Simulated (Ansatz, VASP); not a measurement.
**Two plane-wave programs on In**

```
CELL_PARAMETERS angstrom
3.32819 0.00000 0.00000
-1.66409 2.88229 0.00000
0.00000 0.00000 10.36124
ATOMIC_POSITIONS crystal
In 0.00000 0.00000 0.98036
In 0.33333 0.66667 0.25000
In 0.00000 0.00000 0.51964
In 0.66667 0.33333 0.75000
```

Alike in both runs: task single point; functional PBE; k mesh 12 × 12 × 4; occupations gaussian, width 0.1 eV; no spin polarisation.

|  | VASP | Ansatz |
| --- | --- | --- |
| version | VASP 6.6.1 | Ansatz 0.2.0 |
| potentials or method | VASP PAW PBE potentials, release 64 (In_d) | scalar-relativistic, plane waves, PAW |
| plane-wave cutoff (eV) | 520 | 420 |
| valence electrons in the cell | 52 | 52 |

Ansatz gave:

```
gap on the k mesh at the Fermi level (eV)       : none
pressure (GPa)                                  : 5.7
largest component of the traceless stress (GPa) : 1.62
rms of the force components (eV/Å)              : 0.339
```

**Question.** Estimate VASP's values.

**Answer.** gap on the k mesh at the Fermi level (eV): none; pressure (GPa): 5.7; largest component of the traceless stress (GPa): 1.63; rms of the force components (eV/Å): 0.340.

Atom by atom the forces differ by 0.001 eV/Å (rms over components). A gap of «none» marks a metal or a gap that the smearing closes.
